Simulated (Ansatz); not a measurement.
## Au: two-dimensional strain map

The calculation used DFT PBE, scalar-relativistic, plane waves, PAW in Ansatz 0.2.0. Cutoff 420 eV, Γ-centred 20×20×20 k-points, Gaussian smearing of 0.15 eV. Spin–orbit coupling is left out, which can shift energies with elements as heavy as these. No spin polarisation. Energies are free energies at this smearing, counted from the undisturbed cell; pressure is positive in compression.

The starting cell (as given, not relaxed at this level; it stands at 7.9 GPa):

```
Au
1.0
     0.00000    2.04550    2.04550
     2.04550    0.00000    2.04550
     2.04550    2.04550    0.00000
Au
1
Direct
  0.00000 0.00000 0.00000
```

The cell is strained by p along both x and y and by q along z, fractional coordinates fixed. Points are written (p, q).

Energy above the undisturbed cell in meV/atom (a dash: not computed):

```csv
p \ q,-0.030,-0.015,0.000,0.015,0.030
-0.030,165.3,?,?,63.1,?
-0.015,89.1,58.8,34.8,16.4,3.2
0.000,36.0,15.3,0.0,-10.3,-16.0
0.015,2.8,-9.4,?,-19.9,-18.9
0.030,-13.3,-18.0,-18.4,-15.0,-8.2
```

(1) Fill in the withheld energies.

Results:

(1) (-0.030, -0.015): 124.5; (-0.030, 0.000): 90.6; (-0.030, 0.030): 41.5; (0.015, 0.000): -16.8.